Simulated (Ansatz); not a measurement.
HfO2 — field gradients at the nuclei

The cell is a structure deposited in the COD whose atoms were relaxed with PBE, the cell held.

```
Hf O
1.0
     5.11800    0.00000    0.00000
     0.00000    5.18570    0.00000
    -0.85866    0.00000    5.21387
Hf O
4 8
Direct
  0.27670 0.04188 0.20813
  0.72330 0.54188 0.29187
  0.72330 0.95812 0.79187
  0.27670 0.45812 0.70813
  0.44655 0.75838 0.48027
  0.55345 0.25838 0.01973
  0.55345 0.24162 0.51973
  0.44655 0.74162 0.98027
  0.07264 0.33925 0.33894
  0.92736 0.83925 0.16106
  0.92736 0.66075 0.66106
  0.07264 0.16075 0.83894
```

Atoms are numbered from 1 in the order listed; like atoms form one site, named after its first atom.

All values are calculated (Ansatz; DFT, PBEsol, plane waves and PAW, scalar-relativistic, 420 eV cutoff, Γ-centred 6×6×6 k-points, Fermi–Dirac smearing 0.02 eV), not measured.

C_Q = eQV_zz/h, which is 24.18 MHz for Q = 1 b and V_zz = 10²¹ V/m²; η = (V_xx − V_yy)/V_zz. Directions are in the Cartesian axes of the cell vectors above, for the atom listed; none is given where the gradient is under 0.02 or η is above 0.95.

**Question.** Give the quadrupolar parameters of the distinct sites.

**Answer.** 

```json
{"site": "Hf", "first atom": "1", "first shell": "7 O at 2.04–2.24 Å", "V_zz (10²¹ V/m²)": "12.50", "η": "0.16", "direction of V_zz (x, y, z)": "-0.47 0.03 0.88"}
{"site": "O5", "first atom": "5", "first shell": "4 Hf at 2.14–2.24 Å", "V_zz (10²¹ V/m²)": "1.08", "η": "0.94", "direction of V_zz (x, y, z)": "0.72 0.49 -0.49"}
{"site": "O9", "first atom": "9", "first shell": "3 Hf at 2.04–2.15 Å", "V_zz (10²¹ V/m²)": "-1.20", "η": "0.92", "direction of V_zz (x, y, z)": "0.66 0.71 -0.25"}
```

Without spin–orbit coupling the gradients at and beside Hf can be off by some per cent, at some sites by more. Where η is near 1 the sign of V_zz means little.
